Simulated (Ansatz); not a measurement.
Crystal: SnO2.

```xyz
3
Lattice="1.6171 0.9336 4.8006 -1.6171 0.9336 4.8006 0.0000 -1.8673 4.8006" Properties=species:S:1:pos:R:3 pbc="T T T"
Sn    0.0000    0.0000    7.2009
O     0.0000    0.0000   10.9861
O     0.0000    0.0000    3.4157
```

Measurements of this composition are mostly on another form, of space group No. 136.

Base run:

- Program: Ansatz 0.2.0
- Functional: r2SCAN
- Potentials or basis: Ansatz PAW
- Cutoff: 500 eV (not typed: the program's choice for these potentials)
- k mesh: 10 × 10 × 10
- Occupations: fermi-dirac, width 0.05 eV
- Spin: no spin polarisation

Its results: band gap on the k mesh 2.43 eV, indirect (least direct gap 2.55 eV); pressure -7.2 GPa; largest force 0.631 eV/Å.

Q: The run is repeated on the same cell with these changes: functional from r2SCAN to LDA; cutoff from 500 eV (not typed: the program's choice for these potentials) to 420 eV (not typed: the program's choice for these potentials). What comes out?

A: Band gap on the k mesh 1.77 eV, indirect (least direct gap 1.89 eV); pressure -9.1 GPa; largest force 0.676 eV/Å.

r2SCAN gives the wider gap, since meta-GGAs in the generalised Kohn-Sham scheme recover part of the derivative discontinuity.

Caveats: spin-orbit coupling is left out, which moves the levels of the heavy elements; the PAW data sets come from PBE, with cores solved anew for the run's functional, which leaves a small shift of forces and pressure.
